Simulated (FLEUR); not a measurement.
The system is CaF2 (Fluorite).

```
CELL_PARAMETERS angstrom
0.00000 2.73100 2.73100
2.73100 0.00000 2.73100
2.73100 2.73100 0.00000
ATOMIC_POSITIONS crystal
Ca 0.00000 0.00000 0.00000
F 0.75000 0.75000 0.75000
F 0.25000 0.25000 0.25000
```

Base run:

* Program: FLEUR MaX-R8.1 (later development tree)
* Functional: LDA
* Potentials or basis: all-electron
* Basis: FLAPW
* Kmax: 4.17 1/bohr
* k mesh: 8 × 8 × 8
* Occupations: fermi-dirac, width 0.05 eV
* Spin: no spin polarisation

Its results: band gap on the k mesh 6.91 eV, indirect (least direct gap 7.17 eV).

Task: The run is repeated on the same cell with these changes: functional from LDA to SCAN. What comes out?

Result: Band gap on the k mesh 7.88 eV, indirect (least direct gap 8.14 eV).

SCAN gives the wider gap, since meta-GGAs in the generalised Kohn-Sham scheme recover part of the derivative discontinuity.

Caveats: the meta-GGA is that of a development version, with a GGA for the radial functions and cores and without core tails (some runs).
